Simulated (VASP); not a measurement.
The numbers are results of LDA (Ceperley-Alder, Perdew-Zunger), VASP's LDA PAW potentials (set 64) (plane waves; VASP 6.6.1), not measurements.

A VASP calculation is set up with these files.

File POSCAR:
```
ZnTe
1
    0.0000000000     3.0017608734     3.0017608734
    3.0017608734     0.0000000000     3.0017608734
    3.0017608734     3.0017608734     0.0000000000
Zn Te
1 1
Direct
  0.0000000000   0.0000000000   0.0000000000
  0.2500000000   0.2500000000   0.2500000000
```

### INCAR
```
SYSTEM = ZnTe
PREC = Accurate
ENCUT = 520
EDIFF = 1E-6
NELM = 100
ALGO = Normal
LREAL = .FALSE.
LASPH = .TRUE.
ISMEAR = 0
SIGMA = 0.05
LMAXMIX = 4
LWAVE = .FALSE.
LCHARG = .FALSE.
IBRION = 2
ISIF = 3
NSW = 60
EDIFFG = -0.01
```

KPOINTS:
```
Automatic mesh
0
Gamma
7 7 7
0 0 0
```

POTCAR, in this order: Zn Te (LDA.64 set). Program: vasp_std.

The resulting files:

OUTCAR:
```
 ion  position               nearest neighbor table
   1  0.000  0.000  0.000-   2 2.60   2 2.60   2 2.60   2 2.60
   2  0.250  0.250  0.250-   1 2.60   1 2.60   1 2.60   1 2.60
  LATTYP: Found a face centered cubic cell.
 ALAT       =     6.0035217468
 Subroutine PRICEL returns:
 Original cell was already a primitive cell.
 Subroutine GETGRP returns: Found 24 space group operations
The static configuration has the point symmetry T_d .
The dynamic configuration has the point symmetry T_d .
 Subroutine INISYM returns: Found 24 space group operations
 Subroutine IBZKPT returns following result:
 Found     20 irreducible k-points:

 Following reciprocal coordinates:
            Coordinates               Weight
  0.000000  0.000000  0.000000      1.000000
  0.142857  0.000000  0.000000      8.000000
  0.285714  0.000000  0.000000      8.000000
  0.428571  0.000000  0.000000      8.000000
  0.142857  0.142857  0.000000      6.000000
  0.285714  0.142857  0.000000     24.000000
  0.428571  0.142857  0.000000     24.000000
 -0.428571  0.142857  0.000000     24.000000
 -0.285714  0.142857  0.000000     24.000000
 -0.142857  0.142857  0.000000     12.000000
  0.285714  0.285714  0.000000      6.000000
  0.428571  0.285714  0.000000     24.000000
 -0.428571  0.285714  0.000000     24.000000
 -0.285714  0.285714  0.000000     12.000000
  0.428571  0.428571  0.000000      6.000000
 -0.428571  0.428571  0.000000     12.000000
  0.428571  0.285714  0.142857     24.000000
 -0.428571  0.285714  0.142857     48.000000
 -0.428571  0.428571  0.142857     24.000000
 -0.285714  0.428571  0.142857     24.000000
   k-points           NKPTS =     20   k-points in BZ     NKDIM =     20   number of bands    NBANDS=     13
   number of dos      NEDOS =    301   number of ions     NIONS =      2
   total plane-waves  NPLWV =  32768
   dimension x,y,z NGX =    32 NGY =   32 NGZ =   32
   dimension x,y,z NGXF=    64 NGYF=   64 NGZF=   64
   ions per type =               1   1
   PREC   = accura    normal or accurate (medium, high low for compatibility)
   ISTART =      0    job   : 0-new  1-cont  2-samecut
   ICHARG =      2    charge: 1-file 2-atom 10-const
   ISPIN  =      1    spin polarized calculation?
   LNONCOLLINEAR =      F non collinear calculations
   LSORBIT =      F    spin-orbit coupling
   INIWAV =      1    electr: 0-lowe 1-rand  2-diag
   ENCUT  =  520.0 eV  38.22 Ry    6.18 a.u.   7.89  7.89  7.89*2*pi/ulx,y,z
   NELM   =    100;   NELMIN=  2; NELMDL= -5     # of ELM steps
   EDIFF  = 0.1E-05   stopping-criterion for ELM
   LREAL  =      F    real-space projection
   NLSPLINE    = F    spline interpolate recip. space projectors
   LMAXMIX     =    4 max onsite mixed and CHGCAR
   VOSKOWN=      0    Vosko Wilk Nusair interpolation
   EDIFFG = -.1E-01   stopping-criterion for IOM
   NSW    =     60    number of steps for IOM
   NBLOCK =      1;   KBLOCK =     60    inner block; outer block
   IBRION =      2    ionic relax: 0-MD 1-quasi-New 2-CG
   NFREE  =      1    steps in history (QN), initial steepest desc. (CG)
   ISIF   =      3    stress and relaxation
   ISYM   =      2    0-nonsym 1-usesym 2-fastsym
   TEIN   =    0.0    initial temperature
   TEBEG  =    0.0;   TEEND  =   0.0 temperature during run
   SMASS  =  -3.00    Nose mass-parameter (am)
   PSTRESS=    0.0 pullay stress
   NELECT =      18.0000    total number of electrons
   EFERMI =   0.00;   METHOD = LEGACY
   ISMEAR =     0;   SIGMA  =   0.05  broadening in eV -4-tet -1-fermi 0-gaus
   IALGO  =     38    algorithm
   LDIAG  =      T    sub-space diagonalisation (order eigenvalues)
   IMIX   =      4    mixing-type and parameters
     AMIX     =   0.40;   BMIX     =  1.00
     AMIX_MAG =   1.60;   BMIX_MAG =  1.00
...
```

### OSZICAR
```
       N       E                     dE             d eps       ncg     rms          rms(c)
DAV:   1     0.788780355234E+02    0.78878E+02   -0.86206E+03   520   0.148E+03
DAV:   2    -0.200045222307E+01   -0.80878E+02   -0.78464E+02   530   0.264E+02
DAV:   3    -0.661700538347E+01   -0.46166E+01   -0.45991E+01   655   0.637E+01
DAV:   4    -0.668213103475E+01   -0.65126E-01   -0.65111E-01   663   0.751E+00
DAV:   5    -0.668295046683E+01   -0.81943E-03   -0.81942E-03   661   0.652E-01    0.532E+00
DAV:   6    -0.649743397172E+01    0.18552E+00   -0.65227E-01   630   0.252E+01    0.407E+00
DAV:   7    -0.647818662737E+01    0.19247E-01   -0.12620E-01   570   0.447E+00    0.161E+00
DAV:   8    -0.647418449295E+01    0.40021E-02   -0.45335E-03   797   0.763E-01    0.337E-01
DAV:   9    -0.647383192793E+01    0.35257E-03   -0.79505E-04   623   0.391E-01    0.111E-01
DAV:  10    -0.647383065725E+01    0.12707E-05   -0.12831E-04   598   0.136E-01    0.445E-02
DAV:  11    -0.647383443188E+01   -0.37746E-05   -0.96151E-06   586   0.291E-02    0.691E-03
DAV:  12    -0.647383434605E+01    0.85822E-07   -0.33708E-07   320   0.508E-03
   1 F= -.64738343E+01 E0= -.64738343E+01  d E =-.647383E+01
```

File OUTCAR:
```
------------------------ aborting loop because EDIFF is reached ----------------------------------------
  FORCE on cell =-STRESS in cart. coord.  units (eV):
  Direction    XX          YY          ZZ          XY          YZ          ZX
  --------------------------------------------------------------------------------------
  Total       -0.0072069     -0.0072069     -0.0072069      0.0000000     -0.0000000     -0.0000000
  in kB       -0.2134532     -0.2134532     -0.2134532      0.0000000     -0.0000000     -0.0000000
  external PRESSURE =      -0.2134532 kB  Pullay stress =       0.0000000 kB
  volume of cell :       54.10
      direct lattice vectors                 reciprocal lattice vectors
     0.000000000  3.001760873  3.001760873    -0.166568898  0.166568898  0.166568898
     3.001760873  0.000000000  3.001760873     0.166568898 -0.166568898  0.166568898
     3.001760873  3.001760873  0.000000000     0.166568898  0.166568898 -0.166568898
 POSITION                                       TOTAL-FORCE (eV/Angst)
 -----------------------------------------------------------------------------------
      0.00000      0.00000      0.00000         0.000000      0.000000      0.000000
      1.50088      1.50088      1.50088        -0.000000     -0.000000     -0.000000
 -----------------------------------------------------------------------------------
    total drift:                                0.000001      0.000001      0.000001
  FREE ENERGIE OF THE ION-ELECTRON SYSTEM (eV)
  ---------------------------------------------------
  free  energy   TOTEN  =        -6.4738343461 eV

  energy  without entropy=       -6.4738343461  energy(sigma->0) =       -6.47383435

 reached required accuracy - stopping structural energy minimisation
```
(Selected blocks of OUTCAR.)

The compound is ZnTe in the zinc blende structure. It was relaxed first. The start is the result of an earlier pass.
